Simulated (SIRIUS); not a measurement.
Runs of SIRIUS 7.10.0 on Si2W. Symmetry: I4/mmm, No. 139, tetragonal system. The conventional cell has a = 3.214 Å, b = 3.214 Å, c = 7.830 Å, α = 90.00°, β = 90.00°, γ = 90.00°. W (site symmetry 4/mmm) is surrounded by 10 Si at 2.62 Å. Si (site symmetry 4mm) is surrounded by 5 Si at 2.59 to 2.63 Å and 5 W at 2.62 Å. 

| level | potentials or basis | k mesh | cutoff (eV) | radial cutoff for the potentials' integrals | pseudo rcut | gap on the mesh (eV) | pressure (GPa) | largest force (eV/Å) |
| --- | --- | --- | --- | --- | --- | --- | --- | --- |
| PBE | SPMS 1.0 PBE (norm-conserving) | 8 × 8 × 8 | 1030 | 6.5 bohr | 6.5 bohr | none | 3.2 | 0.03 |
| PBE | SSSP 1.3.0 PBE efficiency | 8 × 8 × 8 | 828 | - | - | none | 3.4 | 0.03 |
| PBE | GBRV 1.5 PBE (ultrasoft) | 8 × 8 × 8 | 557 | - | - | none | (b) | 0.03 |
| PBEsol | PseudoDojo 0.4.1 PBEsol standard (scalar relativistic) | 12 × 12 × 12 | 1030 | 6.5 bohr | 6.5 bohr | none | -2.0 | 0.02 |
| PBE | JTH 2.0 PBE (PAW) | 8 × 8 × 8 | 557 | - | - | none | (a) | 0.03 |
| PBE | PseudoDojo 0.5 PBE stringent (scalar relativistic) | 8 × 8 × 8 | 1030 | 6.5 bohr | 6.5 bohr | none | 3.3 | 0.03 |

Alike in all rows: task single point; no spin polarisation; cell as given; smearing fermi-dirac 0.05 eV.

Q: Estimate the missing entries.

A: (a) 3.1; (b) 2.0.

A k mesh can miss the band edges, and the runs leave out spin-orbit coupling on W.

A gap of «none» marks a metal or a gap under the smearing width.

Not every run made on this cell is shown here.
